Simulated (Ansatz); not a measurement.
# Indium, body-centred tetragonal under LDA: convergence with the Fermi-Dirac smearing

Aim: find which Fermi-Dirac smearing width is enough for energy and pressure. The geometry was relaxed under LDA beforehand and stays fixed; 6 values are run, from 0.01 to 1.0 eV. Wanted are the values from which on the energy stays within 10 and 1 meV/atom, and the pressure within 0.5 GPa, of the narrowest run. Within the series other settings stay, but some runs also write fields, which adds to their time. Spin polarisation is left out.

Program: Ansatz 0.2.0. Level of theory: DFT LDA, plane waves with PAW, scalar-relativistic. These are calculated values, not measurements.

**1. Starting point**

Symmetry: C2/m, No. 12, monoclinic system. Conventional cell: a = 4.354 Å, b = 4.568 Å, c = 3.271 Å, α = 90.00°, β = 130.83°, γ = 90.00°. Around In (site symmetry 2/m) lie 12 In at 3.16 to 3.37 Å.

Coordinates:

```cif
data_structure
_symmetry_space_group_name_H-M 'P 1'
_symmetry_Int_Tables_number 1
_cell_length_a 3.3684
_cell_length_b 3.3684
_cell_length_c 3.2713
_cell_angle_alpha 123.277
_cell_angle_beta 123.277
_cell_angle_gamma 85.391
_cell_volume 24.61
loop_
_atom_site_label
_atom_site_type_symbol
_atom_site_fract_x
_atom_site_fract_y
_atom_site_fract_z
_atom_site_occupancy
In1 In 0.00000 0.00000 0.00000 1
```

**2. Run at 0.01 eV**

The run at 0.01 eV.

Input file input.yaml:

```yaml
crystal:
  lattice:
    - [-1.6019898026, 1.6281983263, 2.4755659685]
    - [1.6281983263, -1.6019898026, 2.4755659685]
    - [1.5260503434, 1.5260503434, -2.4583443292]
  atoms:
    - { symbol: In, position: [0.0, 0.0, 0.0] }
hamiltonian:
  xc: lda
  pseudopotentials:
    kind: paw
    azcp:
      In: "pseudopotentials/In.paw.azcp"
basis:
  ecutwfc: 420
  fft_grid_basis: typed
kpoints:
  mp_grid: { grid: [12, 12, 14], shift: [0, 0, 0] }
magnetization:
  spin_polarized: false
scf:
  occupations: { method: fermi_dirac, width: 0.01 }
  lower_state_search: "off"
output:
  stress: true
```

On the command line:

```sh
> ansatz run input.yaml --threads 2 --pin off --max-ram 5120MiB --backend cpu --events-out ev --progress --plain --runs-dir out
```

**3. Run at 0.03 eV**

The run at 0.03 eV.

input.yaml, as its differences from that of step 2:

```diff
@@ -21,3 +21,3 @@
 scf:
-  occupations: { method: fermi_dirac, width: 0.01 }
+  occupations: { method: fermi_dirac, width: 0.03 }
   lower_state_search: "off"
```

**4. Run at 0.2 eV**

The run at 0.2 eV.

input.yaml, as its differences from that of step 3:

```diff
@@ -21,3 +21,3 @@
 scf:
-  occupations: { method: fermi_dirac, width: 0.03 }
+  occupations: { method: fermi_dirac, width: 0.2 }
   lower_state_search: "off"
@@ -25 +25,5 @@
   stress: true
+  write_density: true
+  write_potential: true
+  elf: true
+  volumetric_format: npy
```

**5. Run at 0.3 eV**

The run at 0.3 eV.

input.yaml, as its differences from that of step 4:

```diff
@@ -21,3 +21,3 @@
 scf:
-  occupations: { method: fermi_dirac, width: 0.2 }
+  occupations: { method: fermi_dirac, width: 0.3 }
   lower_state_search: "off"
@@ -25,5 +25 @@
   stress: true
-  write_density: true
-  write_potential: true
-  elf: true
-  volumetric_format: npy
```

**6. Run at 0.6 eV**

The run at 0.6 eV.

input.yaml, as its differences from that of step 5:

```diff
@@ -21,3 +21,3 @@
 scf:
-  occupations: { method: fermi_dirac, width: 0.3 }
+  occupations: { method: fermi_dirac, width: 0.6 }
   lower_state_search: "off"
```

**7. Run at 1.0 eV**

The run at 1.0 eV.

input.yaml, as its differences from that of step 6:

```diff
@@ -21,3 +21,3 @@
 scf:
-  occupations: { method: fermi_dirac, width: 0.6 }
+  occupations: { method: fermi_dirac, width: 1.0 }
   lower_state_search: "off"
```

(Steps that only read results are left out.)

What does the calculation give?

**Answer**, as computed:

| quantity | value |
| --- | --- |
| E(σ → 0) stays within 10 meV/atom of 0.01 eV | up to 1.0 eV |
| E(σ → 0) stays within 1 meV/atom | up to 0.03 eV |
| pressure stays within 0.5 GPa | up to 0.3 eV |
| pressure at 0.01 eV | -0.05 GPa |
| energy of a separate run on a finer mesh (19×19×23) | +2.7 meV/atom from 0.01 eV |

What this shows: At 1.0 eV the energy differs by +3.8 meV/atom and the pressure by +3.5 GPa. The free energy F moves by -732.3 meV/atom over the range, and the estimate for σ → 0 by +3.8. With this scheme F falls about as the square of the width. The mesh (12×12×14) is fixed, so the narrowest widths carry a k-point error of their own. The yardstick itself is unsettled by 2.7 meV/atom against the finer mesh, so the thresholds above hold only within this series, and wider smearing, which averages over more states, can land nearer the fine-mesh value than the narrowest does. The cell taken over is 6 % smaller than the measured one (26.14 Å³/atom, COD).
